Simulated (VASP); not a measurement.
TiSe:

```xyz
4
Lattice="3.5590 0.0000 0.0000 -1.7795 3.0822 0.0000 0.0000 0.0000 6.2200" Properties=species:S:1:pos:R:3 pbc="T T T"
Ti    0.0000    0.0000    0.0000
Ti    0.0000    0.0000    3.1100
Se    0.0000    2.0548    1.5550
Se    1.7795    1.0274    4.6650
```

| Quantity | Value |
| --- | --- |
| Program | VASP 6.6.1 |
| Task | relaxation of cell and atoms |
| Functional | r2SCAN |
| Potentials or basis | VASP PAW PBE potentials, release 64 (Ti_sv, Se) |
| Cutoff | 600 eV |
| k mesh | 7 × 7 × 4 |
| Occupations | fermi-dirac, width 0.05 eV |
| Spin | no spin polarisation |

At the start: pressure 4.1 GPa; volume 17.06 Å³/atom.

Q: How do energy, volume and symmetry change on relaxing?

A: Over 8 steps the energy falls by 47.5 meV/atom and the volume is 17.21 Å³/atom (+0.9 %); space group P6_3/mmc (No. 194, to 0.05 Å).

The path:
```csv
step,energy change (eV),largest force (eV/Å),pressure (GPa),volume (Å³)
1,0.0000,0.0000,4.10,68.23
2,-0.0700,0.0000,-4.09,72.59
3,-0.0770,0.0000,-2.34,71.52
4,-0.1510,0.0000,-1.97,70.61
5,-0.1867,0.0000,-1.35,69.63
6,-0.1872,0.0000,-1.26,69.51
7,-0.1855,0.0000,1.61,67.97
8,-0.1902,0.0000,-0.02,68.82
```

Final structure:
```
Ti Se
1.0
     3.42992    0.00000    0.00000
    -1.71496    2.97040    0.00000
     0.00000    0.00000    6.75499
Ti Se
2 2
Direct
  0.00000 0.00000 0.00000
  0.00000 0.00000 0.50000
  0.33333 0.66667 0.25000
  0.66667 0.33333 0.75000
```

Caveat: the PAW data sets were made with another functional, which shifts forces and pressure a little.
